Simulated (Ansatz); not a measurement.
## AgBr: Born charges and dielectric tensor with PBEsol

**The experiment to reproduce.**

A printed reference work, monograph reports, for a bulk crystal of AgBr: high-frequency dielectric constant 4.62.

AgBr:

```
CELL_PARAMETERS angstrom
0.00000 2.87015 2.87015
2.87015 0.00000 2.87015
2.87015 2.87015 0.00000
ATOMIC_POSITIONS crystal
Ag 0.00000 0.00000 0.00000
Br 0.50000 0.50000 0.50000
```

```yaml
Program: Ansatz 0.2.0
Task: Born charges and dielectric tensor
Functional: PBEsol
Potentials_or_basis: Ansatz PAW
Cutoff: "420 eV (not typed: the program's choice for these potentials)"
k_mesh: 8 × 8 × 8
Occupations: fixed
Spin: no spin polarisation
```

The band gap on the k mesh is 0.50 eV, indirect (least direct gap 2.45 eV) and the electronic dielectric tensor (diagonal) is 6.39. The born charges (mean of the diagonal) is Ag +1.53; Br -1.53 e.

Levels at points of the mesh, in eV from the valence-band top:
| k point | band 9 | band 10 | band 11 | band 12 | band 13 | band 14 | band 15 | band 16 | band 17 |
| --- | --- | --- | --- | --- | --- | --- | --- | --- | --- |
| (0.00, 0.00, 0.00) | -2.82 | -2.82 | -1.95 | -1.95 | -1.95 | 0.50 | 9.82 | 9.82 | 9.82 |
| (0.00, 0.00, -0.50) | -2.50 | -2.50 | -2.16 | 0.00 | 0.00 | 3.55 | 6.51 | 6.64 | 6.64 |
| (0.00, -0.50, -0.50) | -2.87 | -2.66 | -2.40 | -2.40 | -2.30 | 1.47 | 6.91 | 8.90 | 10.91 |
| (-0.50, 0.00, -0.50) | -2.87 | -2.66 | -2.40 | -2.40 | -2.30 | 1.47 | 6.91 | 8.90 | 10.91 |

Electronic dielectric tensor:
```
6.39 0.00 0.00
0.00 6.39 0.00
0.00 0.00 6.39
```

Born effective charge tensors (e):
atom 1, Ag
```
1.53 0.00 0.00
0.00 1.53 0.00
0.00 0.00 1.53
```
atom 2, Br
```
-1.53  0.00  0.00
 0.00 -1.53  0.00
 0.00  0.00 -1.53
```

It took 22 s on 2 threads of Arm Neoverse V1 (shared host), peak memory 0.5 GiB.

A measured high-frequency dielectric constant of AgBr is 4.62 (a printed reference work, monograph); the calculated 6.39 misses it by +38.4 %. So large a miss can be the level of theory's own, or it may mean another phase, state or a wrong row.

Caveat: the gap is small at this level, which inflates the dielectric constant.
